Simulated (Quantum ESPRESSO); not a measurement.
## SiC (Moissanite 3C) in Quantum ESPRESSO: the effect of target pressure

SiC (Moissanite 3C):

```
CELL_PARAMETERS angstrom
0.00000 2.17900 2.17900
2.17900 0.00000 2.17900
2.17900 2.17900 0.00000
ATOMIC_POSITIONS crystal
Si 0.00000 0.00000 0.00000
C 0.75000 0.75000 0.75000
```

Alike in all runs:

* Program: Quantum ESPRESSO 7.5
* Task: relaxation of cell and atoms
* Functional: PBEsol
* Potentials or basis: SSSP 1.3 efficiency PBE
* Cutoff: 857 eV
* Density cutoff: 6884 eV
* k mesh: 10 × 10 × 10
* Occupations: fermi-dirac, width 0.05 eV
* Spin: no spin polarisation

Each run relaxes the cell or the atoms first.

```csv
target pressure,relaxed volume (Å³/atom),gap on the mesh (eV)
0 GPa,10.36,1.24
2 GPa,10.27,1.23
5 GPa,10.14,1.22
10 GPa,9.94,1.20
20 GPa,?,?
30 GPa,9.29,1.14
```

Problem. What does the run with target pressure 20 GPa give?

Solution. Relaxed volume 9.59 Å³/atom; gap on the mesh 1.17 eV.

Worked out: In Murnaghan's law V^(-B') rises as a straight line in P. The other rows fit best with B' = 3.7, V0 = 10.36 Å³/atom and B0 = 223 GPa, which gives 9.59 Å³/atom at 20 GPa, against the run's 9.59. A straight line through the other rows of the gap on the mesh, of slope -0.00327 eV per GPa, gives 1.17 eV, against the run's 1.17.

Caveats: the potentials were made for another functional, which shifts forces and pressure.

A k mesh can miss the band edges.

Runs at the PBE level aren't shown here.
